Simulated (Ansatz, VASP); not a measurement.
# One calculation of CaO, two programs

```
CELL_PARAMETERS angstrom
2.33979 2.33979 0.00000
-2.33979 2.33979 0.00000
0.00000 2.33979 2.33979
ATOMIC_POSITIONS crystal
Ca 0.00000 0.00000 0.00000
O 0.50000 0.50000 0.00000
```

Alike in both runs: functional r2SCAN; k mesh 8 × 8 × 8; no spin polarisation.

Ansatz relaxed the structure, and its values are those at the end. VASP's run is a single point on that final structure, the one shown.

|  | VASP | Ansatz |
| --- | --- | --- |
| version | VASP 6.6.1 | Ansatz 0.2.0 |
| potentials or method | VASP PAW PBE potentials, release 64 (Ca_sv, O) | PAW with Ansatz's default frozen-core files, scalar-relativistic |
| plane-wave cutoff (eV) | 520 | 500 |
| occupations | gaussian, width 0.01 eV | fixed |
| valence electrons in the cell | 16 | 16 |

|  | VASP | Ansatz | Ansatz less VASP |
| --- | --- | --- | --- |
| pressure (GPa) | 11.5 | 10.0 | -1.46 |

Caveats: the PAW data sets were made with another functional, which shifts forces and pressure a little (VASP). A k mesh can miss the band edges.
